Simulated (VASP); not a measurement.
The system is WC (Qusongite).

```
W C
1.0
     2.90650    0.00000    0.00000
    -1.45325    2.51710    0.00000
     0.00000    0.00000    2.83660
W C
1 1
Direct
  0.00000 0.00000 0.00000
  0.66667 0.33333 0.50000
```

- Program: VASP 6.6.1
- Task: relaxation of cell and atoms
- Functional: vdW-DF2
- Potentials or basis: VASP PAW PBE potentials, release 64 (W_sv, C)
- Cutoff: 600 eV
- k mesh: 10 × 10 × 9
- Occupations: fermi-dirac, width 0.05 eV
- Spin: no spin polarisation

At the start: pressure 27.7 GPa; volume 10.38 Å³/atom.

Q: How do energy, volume and symmetry change on relaxing?

A: Over 9 steps the energy falls by 62.3 meV/atom and the volume is 11.15 Å³/atom (+7.4 %); space group P-6m2 (No. 187, to 0.05 Å).

The path:
```
step  energy change (eV)  largest force (eV/Å)  pressure (GPa)  volume (Å³)
   1              0.0000                0.0000           27.70        20.75
   2              0.5120                0.0000          -39.67        26.62
   3             -0.1231                0.0000           -1.54        22.38
   4             -0.1237                0.0000           -0.11        22.29
   5             -0.1236                0.0000            0.36        22.26
   6             -0.1240                0.0000            0.34        22.28
   7             -0.1245                0.0000            0.34        22.27
   8             -0.1245                0.0000           -0.55        22.33
   9             -0.1245                0.0000            0.01        22.29
```

Final structure:
```
W C
1.0
     2.98094    0.00000    0.00000
    -1.49047    2.58157    0.00000
     0.00000    0.00000    2.89686
W C
1 1
Direct
  0.00000 0.00000 0.00000
  0.66667 0.33333 0.50000
```

Caveat: the PAW data sets were made with another functional, which shifts forces and pressure a little.
